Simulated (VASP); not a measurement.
# In (I4/mmm) in VASP: further runs

One crystal, In, is run at these levels: r2SCAN, HSE06, PBE0, PBE; tasks: single point.

Program: VASP 6.6.1. These are calculated values, not measurements. Logs are shortened: lines on timing, memory, paths and dates and some standing lists are left out, and cuts for length are marked.

### 1 The crystal as given

The structure is tetragonal, space group I4/mmm (No. 139). Conventional cell: a = 3.332 Å, b = 3.332 Å, c = 4.967 Å, α = 90.00°, β = 90.00°, γ = 90.00°. In (site symmetry 4/mmm) has 12 In at 3.33 to 3.42 Å as nearest neighbours.

### 2 Single point, r2SCAN

Contents of INCAR:

```
SYSTEM = In
PREC = Accurate
ENCUT = 450
EDIFF = 1E-6
ISMEAR = 1
SIGMA = 0.1
LREAL = .False.
LASPH = .True.
NELM = 120
ALGO = Normal
ISIF = 2
LWAVE = .False.
LCHARG = .False.
METAGGA = R2SCAN
LMIXTAU = .True.
KPAR = 4
```

Contents of KPOINTS:

```
regular mesh
0
Gamma
  19 19 19
  0 0 0
```

Contents of POSCAR:

```
In                                      
1.0
   -1.6658415342      1.6658415342      2.4833466787
    1.6658415342     -1.6658415342      2.4833466787
    1.6658415342      1.6658415342     -2.4833466787
  In            
     1
Direct
     0.0000000000000000    0.0000000000000000    0.0000000000000000
```

Potentials or basis: VASP PAW PBE potentials, release 64 (In_d).

The run is started by

```bash
> cat potpaw_PBE.64/In_d/POTCAR > POTCAR
> mpirun -np 4 vasp_std > vasp.out
```

OUTCAR:

```text
SYSTEM = In
   PREC = Accurate
   ENCUT = 450
   EDIFF = 1E-6
   ISMEAR = 1
   LREAL = .False.
   LASPH = .True.
   NELM = 120
   ISIF = 2
   METAGGA = R2SCAN

 ion  position               nearest neighbor table
   1  0.000  0.000  0.000-

  LATTYP: Found a body centered tetragonal cell.
 ALAT       =     3.3316830684
 C/A-ratio  =     1.4907460450

  Lattice vectors:

 A1 = (  -1.6658415342,   1.6658415342,   2.4833466787)
 A2 = (   1.6658415342,  -1.6658415342,   2.4833466787)
 A3 = (   1.6658415342,   1.6658415342,  -2.4833466787)

Analysis of symmetry for initial positions (statically):
=====================================================================
 Subroutine PRICEL returns:
 Original cell was already a primitive cell.

 Routine SETGRP: Setting up the symmetry group for a
 body centered tetragonal supercell.

 Subroutine GETGRP returns: Found 16 space group operations
 (whereof 16 operations were pure point group operations)
 out of a pool of 16 trial point group operations.

The static configuration has the point symmetry D_4h.

Analysis of symmetry for dynamics (positions and initial velocities):
=====================================================================
 Subroutine PRICEL returns:
 Original cell was already a primitive cell.

 Routine SETGRP: Setting up the symmetry group for a
 body centered tetragonal supercell.

 Subroutine GETGRP returns: Found 16 space group operations
 (whereof 16 operations were pure point group operations)
 out of a pool of 16 trial point group operations.

The dynamic configuration has the point symmetry D_4h.

 Subroutine INISYM returns: Found 16 space group operations
 (whereof 16 operations are pure point group operations),
 and found     1 'primitive' translations

----------------------------------------------------------------------------------------

                                     Primitive cell

  volume of cell :      27.5654

  direct lattice vectors                    reciprocal lattice vectors
    -1.665841534  1.665841534  2.483346679     0.000000000  0.300148597  0.201341200
     1.665841534 -1.665841534  2.483346679     0.300148597  0.000000000  0.201341200
     1.665841534  1.665841534 -2.483346679     0.300148597  0.300148597  0.000000000

  length of vectors
     3.423020123  3.423020123  3.423020123     0.361424210  0.361424210  0.424474217

  position of ions in fractional coordinates (direct lattice)
     0.000000000  0.000000000  0.000000000

  ion indices of the primitive-cell ions
   primitive index   ion index
                 1           1

----------------------------------------------------------------------------------------

 KPOINTS: regular mesh

Automatic generation of k-mesh.
 Grid dimensions read from file:
 generate k-points for:   19   19   19

 Generating k-lattice:

  Cartesian coordinates                     Fractional coordinates (reciprocal lattice)
     0.000000000  0.015797295  0.010596905     0.052631579  0.000000000  0.000000000
     0.015797295  0.000000000  0.010596905     0.000000000  0.052631579  0.000000000
     0.015797295  0.015797295  0.000000000     0.000000000  0.000000000  0.052631579

  Length of vectors
     0.019022327  0.019022327  0.022340748

  Shift w.r.t. Gamma in fractional coordinates (k-lattice)
     0.000000000  0.000000000  0.000000000

 Subroutine IBZKPT returns following result:
 ===========================================

 Found    550 irreducible k-points:

 Following reciprocal coordinates:
            Coordinates               Weight
  0.000000  0.000000  0.000000      1.000000
  0.052632  0.000000 -0.000000      8.000000
  0.105263  0.000000 -0.000000      8.000000
  0.157895  0.000000  0.000000      8.000000
  0.210526  0.000000 -0.000000      8.000000
  0.263158  0.000000  0.000000      8.000000
[... 16 lines left out ...]
 -0.315789  0.052632  0.000000     16.000000
 -0.263158  0.052632  0.000000     16.000000
 [... further k-points ...]
   k-points           NKPTS =    550   k-points in BZ     NKDIM =    550   number of bands    NBANDS=     10
   number of dos      NEDOS =    301   number of ions     NIONS =      1
   total plane-waves  NPLWV =  13824
   dimension x,y,z NGX =    24 NGY =   24 NGZ =   24
   dimension x,y,z NGXF=    48 NGYF=   48 NGZF=   48
   ions per type =               1
   NGX,Y,Z   is equivalent  to a cutoff of  11.66, 11.66, 11.66 a.u.
   NGXF,Y,Z  is equivalent  to a cutoff of  23.31, 23.31, 23.31 a.u.
 SYSTEM =  In
   PREC   = accura    normal or accurate (medium, high low for compatibility)
   ISTART =      0    job   : 0-new  1-cont  2-samecut
   ICHARG =      2    charge: 1-file 2-atom 10-const
   ISPIN  =      1    spin polarized calculation?
   LNONCOLLINEAR =      F non collinear calculations
   LSORBIT =      F    spin-orbit coupling
   LASPH  =      T    aspherical Exc in radial PAW
   ENCUT  =  450.0 eV  33.07 Ry    5.75 a.u.   5.92  5.92  5.92*2*pi/ulx,y,z
   NELM   =    120;   NELMIN=  2; NELMDL= -5     # of ELM steps
   EDIFF  = 0.1E-05   stopping-criterion for ELM
   LREAL  =      F    real-space projection
   EDIFFG = 0.1E-04   stopping-criterion for IOM
   NSW    =      0    number of steps for IOM
   IBRION =     -1    ionic relax: 0-MD 1-quasi-New 2-CG
   NFREE  =      0    steps in history (QN), initial steepest desc. (CG)
   ISIF   =      2    stress and relaxation
   ISYM   =      2    0-nonsym 1-usesym 2-fastsym
   POTIM  = 0.5000    time-step for ionic-motion
   TEBEG  =    0.0;   TEEND  =   0.0 temperature during run
   PSTRESS=    0.0 pullay stress
   NELECT =      13.0000    total number of electrons
   NUPDOWN=      -1.0000    fix difference up-down
   EMIN   =  10.00;   EMAX   =-10.00  energy-range for DOS
   EFERMI =   0.00;   METHOD = LEGACY
   ISMEAR =     1;   SIGMA  =   0.10  broadening in eV -4-tet -1-fermi 0-gaus
   EFERMI_NEDOS =   21; number of points for ismear=-14 and -15
   IALGO  =     38    algorithm
   IMIX   =      4    mixing-type and parameters
     AMIX     =   0.40;   BMIX     =  1.00
     AMIX_MAG =   1.60;   BMIX_MAG =  1.00
  volume/ion in A,a.u.               =      27.57       186.02
  Fermi-wavevector in a.u.,A,eV,Ry     =   1.274288  2.408056 22.093287  1.623811
  Thomas-Fermi vector in A             =   2.407065
   LORBIT       =      0    0 simple, 1 ext, 2 COOP (PROOUT), +10 PAW based schemes
   METAGGA = R2SCAN    functional components
   LHFCALC =     F    Hartree Fock is set to
   AEXX    =    0.0000 exact exchange contribution
   IVDW    =     0    specifies the selected vdW correction
   LEPSILON=     F    determine dielectric tensor
   LRPA    =     F    only Hartree local field effects (RPA)
 non-spin polarized calculation
 Methfessel and Paxton  Order N= 1 SIGMA  =   0.10
  energy-cutoff  :      450.00
  volume of cell :       27.57
 maximum number of plane-waves:       620
   NGX = 11   NGY = 11   NGZ = 11

 number of electron      12.9999991 magnetization

 Free energy of the ion-electron system (eV)
  ---------------------------------------------------
  ext. energy  EPLUGINS =         0.00000000
  ---------------------------------------------------
  free energy    TOTEN  =       -22.56673762 eV

  energy without entropy =      -22.56699451  energy(sigma->0) =      -22.56682325

 E-fermi :   6.8955     XC(G=0): -10.7915

 val. band max:        6.8729279057   @ k =  -0.2105   0.3684   0.1053
 cond. band min:       6.8984310966   @ k =  -0.3684   0.3684   0.2632
 fundamental gap:      0.0255031909
 Fermi energy:         6.8954570718

 k-point     1 :       0.0000    0.0000    0.0000
  band No.  band energies     occupation
      1      -8.3197      2.00000
      2      -8.2506      2.00000
      3      -8.2506      2.00000
      4      -8.1554      2.00000
      5      -8.0840      2.00000
      6      -2.7566      2.00000
      7      17.5755      0.00000
      8      17.5756      0.00000
      9      17.7219      0.00000
     10      18.9582      0.00000

 k-point     2 :       0.0526    0.0000   -0.0000
  band No.  band energies     occupation
      1      -8.3158      2.00000
      2      -8.2503      2.00000
      3      -8.2463      2.00000
      4      -8.1551      2.00000
      5      -8.0853      2.00000
      6      -2.6953      2.00000
      7      16.7760      0.00000
      8      17.4822      0.00000
      9      17.5230      0.00000
     10      18.7602      0.00000

 k-point     3 :       0.1053    0.0000   -0.0000
  band No.  band energies     occupation
      1      -8.3067      2.00000
      2      -8.2498      2.00000
      3      -8.2349      2.00000
      4      -8.1524      2.00000
      5      -8.0883      2.00000
      6      -2.5105      2.00000
      7      15.0752      0.00000
      8      17.1375      0.00000
      9      17.2505      0.00000
     10      18.6524      0.00000

 k-point     4 :       0.1579    0.0000    0.0000
  band No.  band energies     occupation
      1      -8.2986      2.00000
      2      -8.2503      2.00000
      3      -8.2205      2.00000
      4      -8.1417      2.00000
      5      -8.0897      2.00000
      6      -2.2006      2.00000
      7      13.2314      0.00000
      8      16.6725      0.00000
      9      16.9658      0.00000
     10      18.5955      0.00000
[... 222 lines left out ...]
 k-point    22 :      -0.3684    0.0526    0.0000
  band No.  band energies     occupation
      1      -8.3134      2.00000
      2      -8.2733      2.00000
      3      -8.2211      2.00000
      4      -8.0436      2.00000
      5      -8.0044      2.00000
      6       0.1045      2.00000
      7       6.9858     -0.02382
      8      14.6886      0.00000
      9      15.9287      0.00000
     10      18.2319      0.00000

 k-point    23 :      -0.3158    0.0526    0.0000
  band No.  band energies     occupation
      1      -8.3035      2.00000
      2      -8.2644      2.00000
      3      -8.2119      2.00000
      4      -8.0736      2.00000
      5      -8.0370      2.00000
      6      -0.6762      2.00000
      7       8.5641     -0.00000
      8      14.9098      0.00000
      9      16.1666      0.00000
     10      18.5710      0.00000

 k-point    24 :      -0.2632    0.0526    0.0000
  band No.  band energies     occupation
      1      -8.2942      2.00000
      2      -8.2572      2.00000
      3      -8.2063      2.00000
      4      -8.1028      2.00000
      5      -8.0690      2.00000
      6      -1.3309      2.00000
      7      10.2458      0.00000
      8      15.2200      0.00000
      9      16.4222      0.00000
     10      18.8751      0.00000

 [... further k-points ...]

------------------------ aborting loop because EDIFF is reached ----------------------------------------

  FORCE on cell =-STRESS in cart. coord.  units (eV):
  Direction    XX          YY          ZZ          XY          YZ          ZX
  --------------------------------------------------------------------------------------
  -------------------------------------------------------------------------------------
  Total       -0.3018077     -0.3018077     -0.2867608      0.0000000      0.0000000      0.0000000
  in kB      -17.5418826    -17.5418826    -16.6673181      0.0000000      0.0000000      0.0000000
  external PRESSURE =     -17.2503611 kB  Pullay stress =       0.0000000 kB

 VOLUME and BASIS-vectors are now :
 -----------------------------------------------------------------------------
  energy-cutoff  :      450.00
  volume of cell :       27.57
      direct lattice vectors                 reciprocal lattice vectors
    -1.665841534  1.665841534  2.483346679     0.000000000  0.300148597  0.201341200
     1.665841534 -1.665841534  2.483346679     0.300148597  0.000000000  0.201341200
     1.665841534  1.665841534 -2.483346679     0.300148597  0.300148597  0.000000000

 POSITION                                       TOTAL-FORCE (eV/Angst)
 -----------------------------------------------------------------------------------
      0.00000      0.00000      0.00000         0.000000      0.000000      0.000000
 -----------------------------------------------------------------------------------
    total drift:                                0.000000      0.000000     -0.000000

  FREE ENERGIE OF THE ION-ELECTRON SYSTEM (eV)
  ---------------------------------------------------
  free  energy   TOTEN  =       -22.5667376216 eV

  energy  without entropy=      -22.5669945056  energy(sigma->0) =      -22.56682325
```

Run time: 58 s. Hardware: 4 MPI ranks of Intel Xeon 6975P-C (Granite Rapids), shared host; peak memory 0.23 GiB.

Results:

* Free energy: -22.5667 eV
* Pressure: -1.7 GPa
* Band gap on the k mesh: none (metal or under the smearing width)

Stress tensor (GPa, compression positive):
```
-1.75  0.00  0.00
 0.00 -1.75  0.00
 0.00  0.00 -1.67
```

Caveat: the PAW data sets were made with another functional, which shifts forces and pressure a little.

### 3 Single point, HSE06

POSCAR is that of step 2.

Contents of INCAR.step1:

```
SYSTEM = In
PREC = Accurate
ENCUT = 450
EDIFF = 1E-5
ISMEAR = 1
SIGMA = 0.1
LREAL = .False.
LASPH = .True.
NELM = 120
ALGO = Normal
ISIF = 2
LWAVE = .True.
KPAR = 4
GGA = PE
```

Contents of INCAR.step2:

```
SYSTEM = In
PREC = Accurate
ENCUT = 450
EDIFF = 1E-6
ISMEAR = 1
SIGMA = 0.1
LREAL = .False.
LASPH = .True.
NELM = 120
ALGO = Normal
ISIF = 2
LWAVE = .False.
LCHARG = .False.
GGA = PE
LHFCALC = .True.
HFSCREEN = 0.2
PRECFOCK = Fast
KPAR = 4
ISTART = 1
```

Contents of KPOINTS:

```
regular mesh
0
Gamma
  10 10 10
  0 0 0
```

Potentials or basis: VASP PAW PBE potentials, release 64 (In_d).

The run is started by

```bash
> cat potpaw_PBE.64/In_d/POTCAR > POTCAR
> cp INCAR.step1 INCAR
> mpirun -np 4 vasp_std > vasp.out
> cp INCAR.step2 INCAR
> mpirun -np 4 vasp_std > vasp.out
```

Wall time 18 min (4 MPI ranks of Intel Xeon 6975P-C (Granite Rapids), shared host); peak memory 0.28 GiB.

It converged, with:

| Quantity | Value |
| --- | --- |
| Free energy | -2.9184 eV |
| Pressure | -1.4 GPa |
| Band gap on the k mesh | none (metal or under the smearing width) |

Stress tensor (GPa, compression positive):
```
-0.84  0.00  0.00
 0.00 -0.84  0.00
 0.00  0.00 -2.60
```

Levels at points of the mesh, in eV from the Fermi level:
```csv
k point,band 2,band 3,band 4,band 5,band 6,band 7,band 8,band 9,band 10
"(0.00, 0.00, 0.00)",-16.70,-16.70,-16.60,-16.53,-10.50,10.96,10.96,11.09,12.11
"(0.50, 0.00, 0.00)",-16.74,-16.68,-16.44,-16.41,-4.87,-3.67,8.22,9.36,11.50
"(0.50, 0.50, 0.00)",-16.82,-16.44,-16.42,-16.36,-2.24,-2.06,3.96,4.30,7.34
"(0.50, 0.50, 0.50)",-16.82,-16.43,-16.40,-16.40,-3.07,-2.75,4.87,4.87,8.20
```

Caveat: the PAW data sets were made with another functional, which shifts forces and pressure a little.

### 4 Single point, PBE0

POSCAR is that of step 3.

INCAR.step1 is that of step 3.

Edit INCAR.step2 of step 3 so:

```diff
@@ -15,4 +15,5 @@
 LHFCALC = .True.
-HFSCREEN = 0.2
+AEXX = 0.25
 PRECFOCK = Fast
+HFRCUT = -1
 KPAR = 4
```

KPOINTS is that of step 3.

Potentials or basis: VASP PAW PBE potentials, release 64 (In_d).

The run is started by

```bash
> cat potpaw_PBE.64/In_d/POTCAR > POTCAR
> cp INCAR.step1 INCAR
> mpirun -np 4 vasp_std > vasp.out
> cp INCAR.step2 INCAR
> mpirun -np 4 vasp_std > vasp.out
```

OUTCAR:

```text
SYSTEM = In
   PREC = Accurate
   ENCUT = 450
   EDIFF = 1E-6
   ISMEAR = 1
   LREAL = .False.
   LASPH = .True.
   NELM = 120
   ISIF = 2
   GGA = PE
   LHFCALC = .True.
   AEXX = 0.25
   PRECFOCK = Fast
   ISTART = 1

 ion  position               nearest neighbor table
   1  0.000  0.000  0.000-

  LATTYP: Found a body centered tetragonal cell.
 ALAT       =     3.3316830684
 C/A-ratio  =     1.4907460450

  Lattice vectors:

[... 501 lines left out ...]
      9      12.9869      0.00000
     10      15.8251      0.00000

 [... further k-points ...]

------------------------ aborting loop because EDIFF is reached ----------------------------------------

  FORCE on cell =-STRESS in cart. coord.  units (eV):
  Direction    XX          YY          ZZ          XY          YZ          ZX
  --------------------------------------------------------------------------------------
  -------------------------------------------------------------------------------------
  Total       -0.1668888     -0.1668888     -0.4830618      0.0000000     -0.0000000      0.0000000
  in kB       -9.7000292     -9.7000292    -28.0768638      0.0000000     -0.0000000      0.0000000
  external PRESSURE =     -15.8256408 kB  Pullay stress =       0.0000000 kB

 VOLUME and BASIS-vectors are now :
 -----------------------------------------------------------------------------
  energy-cutoff  :      450.00
  volume of cell :       27.57
      direct lattice vectors                 reciprocal lattice vectors
    -1.665841534  1.665841534  2.483346679     0.000000000  0.300148597  0.201341200
     1.665841534 -1.665841534  2.483346679     0.300148597  0.000000000  0.201341200
     1.665841534  1.665841534 -2.483346679     0.300148597  0.300148597  0.000000000

 POSITION                                       TOTAL-FORCE (eV/Angst)
 -----------------------------------------------------------------------------------
      0.00000      0.00000      0.00000         0.000000     -0.000000      0.000000
 -----------------------------------------------------------------------------------
    total drift:                               -0.000000     -0.000000     -0.000000

  FREE ENERGIE OF THE ION-ELECTRON SYSTEM (eV)
  ---------------------------------------------------
  free  energy   TOTEN  =        -3.1810168552 eV

  energy  without entropy=       -3.1807578459  energy(sigma->0) =       -3.18093052
```

Wall time 20 min (4 MPI ranks of Intel Xeon 6975P-C (Granite Rapids), shared host); peak memory 0.19 GiB.

What came out:

| Property | Result |
| --- | --- |
| Free energy | -3.1810 eV |
| Pressure | -1.6 GPa |
| Band gap on the k mesh | none (metal or under the smearing width) |

Caveat: the PAW data sets were made with another functional, which shifts forces and pressure a little.

### 5 Single point, PBE

Contents of INCAR:

```
SYSTEM = In
PREC = Accurate
ENCUT = 300
EDIFF = 1E-6
ISMEAR = 1
SIGMA = 0.1
LREAL = .False.
LASPH = .True.
NELM = 120
ALGO = Normal
ISIF = 2
LWAVE = .False.
LCHARG = .False.
GGA = PE
KPAR = 4
```

Contents of KPOINTS:

```
regular mesh
0
Gamma
  19 19 19
  0 0 0
```

POSCAR is that of step 4.

The run is started by

```bash
> cat potpaw_PBE.64/In_d/POTCAR > POTCAR
> mpirun -np 4 vasp_std > vasp.out
```

It took 6.5 s on 4 MPI ranks of Intel Xeon 6975P-C (Granite Rapids), shared host; peak memory 0.17 GiB.

It converged, with:

| Quantity | Value |
| --- | --- |
| Free energy | -2.5609 eV |
| Pressure | -0.5 GPa |
| Band gap on the k mesh | none (metal or under the smearing width) |

Levels at points of the mesh, in eV from the Fermi level:
```csv
k point,band 3,band 4,band 5,band 6,band 7,band 8,band 9,band 10
"(0.00, 0.00, 0.00)",-14.54,-14.45,-14.38,-9.19,10.08,10.08,10.19,11.44
```

### 6 The runs side by side

| level | k mesh | cutoff (eV) | grid for exact exchange (PRECFOCK) | screening parameter | exchange at q = 0 | gap on the mesh (eV) | pressure (GPa) |
| --- | --- | --- | --- | --- | --- | --- | --- |
| r2SCAN | 19 × 19 × 19 | 450 | - | - | - | none | -1.7 |
| HSE06 | 10 × 10 × 10 | 450 | Fast | 0.2 1/A | - | none | -1.4 |
| PBE0 | 10 × 10 × 10 | 450 | Fast | - | truncated | none | -1.6 |
| PBE | 19 × 19 × 19 | 300 | - | - | - | none | -0.5 |

Alike in all rows: task single point; potentials or basis VASP PAW PBE potentials, release 64 (In_d); no spin polarisation; cell as given; smearing methfessel-paxton 0.1 eV.

Every run on the cell as given and a fine mesh finds a metal. The pressure there spans -1.7 GPa (r2SCAN) to -0.5 GPa (PBE); a positive pressure means that this level wants a larger cell, a negative one a smaller.

Caveats: the PAW data sets were made with another functional, which shifts forces and pressure a little (some runs).

Absolute energies hang on the potentials; compare differences alone.
